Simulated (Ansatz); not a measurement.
# Ge (I4_1/amd) in Ansatz: a series of runs, part 2 of 2

Ansatz 0.2.0.

## 5. Single point, r2SCAN0

The input, input.yaml:

```yaml
crystal:
  lattice:
    - [-2.574489719, 2.574489719, 1.3974126432]
    - [2.574489719, -2.574489719, 1.3974126432]
    - [2.574489719, 2.574489719, -1.3974126432]
  atoms:
    - { symbol: Ge, position: [0.5, 0.5, 0.0] }
    - { symbol: Ge, position: [0.25, 0.75, 0.5] }
hamiltonian:
  xc: { exchange: r2scan, correlation: r2scan, exx: { coeff: 0.25 } }
  pseudopotentials: { kind: paw }
kpoints:
  mp_grid: { grid: [6, 6, 6] }
scf:
  occupations: { method: fermi_dirac, width: 0.05 }
output:
  forces: true
  stress: true
  eigenvalues: true
```

Potentials or basis: Ansatz PAW.

Run with:

```sh
$ ansatz run input.yaml --threads 2 --pin off --max-ram 5632MiB --backend cpu --events-out ev --progress --plain --runs-dir out
```

Output:

```text
Warning: output.stress: scf.convergence.dr2_threshold = 1e-7 eV (the SCF's general default) is looser than the 2e-10 eV advised for a printed stress (1e-10 eV for each atom of the cell: 2). What an SCF threshold leaves in a stress goes as its square root, and in the free energy as the threshold itself, and one threshold admits the most on a small cell: of the crystals measured, under no hybrid functional and no lock of the moments, on runs that ended without the residual-converged pass, on stresses that held no estimate of that error, the worst erred by over 100 MPa in a component at 1e-7 eV an atom and by under 5 at 1e-10. Set scf.convergence.dr2_threshold to 2e-10 eV or tighter. The threshold is an SCF's pass mark: one that does not reach it within its budget of iterations ends unconverged, or closes short of it on a stop that the run arms, and scf.convergence.dr2_threshold's page says what that costs each kind of run
Warning: output.stress: scf.exx.energy_threshold = 1e-6 eV is looser than the 2e-8 eV advised for a stress under a hybrid functional (1e-8 eV for each atom of the cell: 2). Every SCF of the exchange loop can meet its threshold on dr2 while the loop round them stops early: no threshold on dr2 bounds what that leaves in the stress. Set scf.exx.energy_threshold to 2e-8 eV or tighter. The threshold is the loop's pass mark: a loop that does not reach it within its budget of cycles ends unconverged, and scf.exx.energy_threshold's page has the law
Warning: RAYON_NUM_THREADS=2 ignored (pool sized by the plan → 2); use --threads N
Engine: ansatz 0.2.0, x86_64-unknown-linux-gnu
Pseudopotentials: kind: paw
Pseudopotential: Ge, paw, valence charge 14, recommended cutoff 500 eV (meta_gga), Ge.paw.azcp
Functional definition: unnamed
  parameter a_1 = 0.25
  exchange = (1 - a_1)*r2scan_x + a_1*exact_x
  correlation = r2scan_c
Crystal: 2 atoms, lattice volume = 37.048 Å³
Basis set: ecut = 500 eV, 909 PW (Γ), exchange–correlation on 120×120×120 points (64 copies of the dense FFT grid, shifted against one another)
Bands: 18, of which v1, the nominal top of the filled ones, is band 14 counted from 1 (13 counted from 0)
Symmetry: 16 space group operations
Space group: I41/amd (ITA 141), of the structure as read, at distance tolerance 3.3e-5 Å
k-points: 30 of 216
Non-local potential: Ge, projectors of the file, l = 0: 2, l = 1: 2, l = 2: 3, l = 3: 1
PAW form: soft (Blöchl's): semilocal exchange-correlation on the pseudo side does not see the compensation charge
PAW frozen core: Ge, regenerated for the run's functional, and the local potential with it (the file was generated under x = pbe(κ = 0.804, μ = 0.2195149727645171), c = pbe(β = 0.06672455060314922))
PAW one-centre angular grid: Ge, 590 points (default); XC on 160 Gauss nodes
Initial density: superposition of atomic densities (neutral atoms: chi_scale 0, normalization atom), corrected by the library's trained network
Initial wavefunctions: pseudopotential atomic-orbital guess
Functional: x = r2scan, c = r2scan; τ floored in thin density (d = 2e-4 eV/Å³), warm-up for x = 0.75 r2scan + 0.25 exact, c = r2scan; τ floored in thin density (d = 2e-4 eV/Å³)
SCF iter   1: F=—  HF=-8605.048860 eV  |F-HF|=—  |Δ(HF+E_count)|=         —  Δρ=7.37e-3  dr2=6.50e-3  dr2_τ=1.86e-3  ethr=1.77e-3  ⟨swp⟩=5.7  Hψ=2006  notcnv=0
preconditioner: auto → Kerker (q_TF=auto, 2.604 Å⁻¹)  [metal: Δε(μ)=0.098 eV  Ē_g=24.528 eV  σ=0.050 eV  W_gap=0.45  n_scr=16 (ndim 8)  ℏωp=32.3 eV  f_vac=0.000  D(μ)=0.82/eV (n_scr^D=4)]
SCF iter   2: F=—  HF=-8605.076931 eV  |F-HF|=—  |Δ(HF+E_count)|=   2.81e-2  Δρ=2.86e-3  dr2=1.38e-3  dr2_τ=2.12e-5  ethr=2.32e-5  ⟨swp⟩=3.8  Hψ=1578  notcnv=0
[... 38 lines left out ...]
Free energy (F): -8603.001003 eV
Frozen-core exchange: fock
Harris-Foulkes:  -8603.001003 eV  (|F-HF|=1.94e-9)
Internal energy: -8602.998605 eV  (E = F + TS)
E sigma→0 (E₀):  -8602.999804 eV
Entropy (-TS):   -0.002398 eV (-1.199 meV/atom)
Fermi energy:    11.351382 eV
--- Per-component energies (eV) ---
  E_band       = -322.362116
  E_kinetic    = 219.542592
  E_local      = -4294.390703  (includes V_loc(G=0)·N_el)
  E_nonlocal   = 837.280686
  E_hartree    = 1886.508257
  E_xc         = -107.555288
  E_vxc        = -104.306693  (∫ρ·V_xc dr)
  E_exx        = -120.222556  (= α·E_x^exact, valence–valence)
  E_paw        = -3973.104029  (= ΣΔE_a)
  E_vpaw       = -518.254771  (= ΣTr[D̂ρ^β])
  E_aug_tail   = 0.000033  (compensation charges beyond the density's cutoff)
  E_vtau       = 5.195047  (kinetic-family band-sum trace: ∫τ·v_τ [+ j·A + Jᵃ·Aᵃ] dr)
  E_ewald      = -3048.802751
  E_core_change = -2.254847  (= ΣΔE_core)
  E_smearing   = -0.002398  (= −TS)
  E_closure    = 0.000000  (closes the sum)
  Σ components = -8603.001003   (vs F -8603.001003, Δ=0.00e0)
--- Forces (eV/Å), atoms counted from 1 ---
  atom   1  Ge     0.00000000     0.00000000     0.00000000
  atom   2  Ge     0.00000000     0.00000000     0.00000000
  max |Σ_I F_I| component: 4.16e-17 eV/Å
--- Stress (GPa, compression-positive) ---
       -1.040163       0.000000       0.000000
        0.000000      -1.040163      -0.000000
        0.000000       0.000000      -2.222728
  P = ⅓ Tr σ = -1.4344 GPa (-14.344 kbar)
--- Band table (eV; the first three rows and the last of 30) ---
  k-point 0: bands = ["-18.0404", "-18.0036", "-17.9719", "-17.9548", "-17.8548", "-17.8548", "-17.8506", "-17.8506", "-17.7730", "-17.7168", "-4.7417", "6.2477", "7.8106", "7.8106", "15.2583", "20.1641", "20.1641", "20.8075"]
  k-point 1: bands = ["-18.0256", "-18.0062", "-17.9799", "-17.9414", "-17.8619", "-17.8481", "-17.8468", "-17.8447", "-17.7825", "-17.7320", "-4.3906", "3.7435", "8.2412", "9.7437", "16.9398", "17.5737", "18.6243", "20.7918"]
  k-point 2: bands = ["-18.0094", "-17.9952", "-17.9853", "-17.9062", "-17.8867", "-17.8424", "-17.8359", "-17.8284", "-17.8079", "-17.7677", "-3.3399", "0.8030", "9.4943", "11.8782", "14.5160", "16.0617", "20.3281", "20.5224"]
  k-point 29: bands = ["-18.0082", "-18.0082", "-17.8737", "-17.8737", "-17.8526", "-17.8526", "-17.8487", "-17.8487", "-17.8477", "-17.8477", "0.3935", "0.3935", "3.7066", "3.7066", "18.5898", "18.5898", "24.0374", "24.0374"]
```

Run time: 43 s. Hardware: 2 threads of Intel Xeon Platinum 8259CL at 2.50GHz (Skylake/Cascade Lake), shared host; peak memory 1.5 GiB.

Results:

| Item | Value |
| --- | --- |
| Free energy | -8603.0010 eV |
| Pressure | -1.4 GPa |
| Band gap on the k mesh | none (metal or under the smearing width) |

Caveat: the k mesh is coarse (spacing up to 0.43 Å⁻¹), so the values aren't converged, least of all with exact exchange; the PAW data sets come from PBE, with cores solved anew for the run's functional, which leaves a small shift of forces and pressure; the thresholds are loose for stress.

## 6. The runs side by side

```csv
level,share of exact exchange,gap on the mesh (eV),pressure (GPa)
r2SCAN0 form with a typed share of exact exchange,0,none,0.5
r2SCAN0 form with a typed share of exact exchange,0.1,none,-0.3
r2SCAN0 form with a typed share of exact exchange,0.15,none,-0.7
r2SCAN0,0.25,none,-1.4
```

Alike in all rows: task single point; potentials or basis Ansatz PAW; no spin polarisation; cell as given; k mesh 6 × 6 × 6; cutoff (eV) 500; smearing fermi-dirac 0.05 eV; the mesh is coarse, so values aren't converged.

Caveats: all runs use coarse meshes; the PAW data sets come from PBE, with cores solved anew for the run's functional, which leaves a small shift of forces and pressure; the thresholds are loose for stress (some runs).

Total energies depend on the potentials used, so only differences within one code and one set of settings carry meaning.
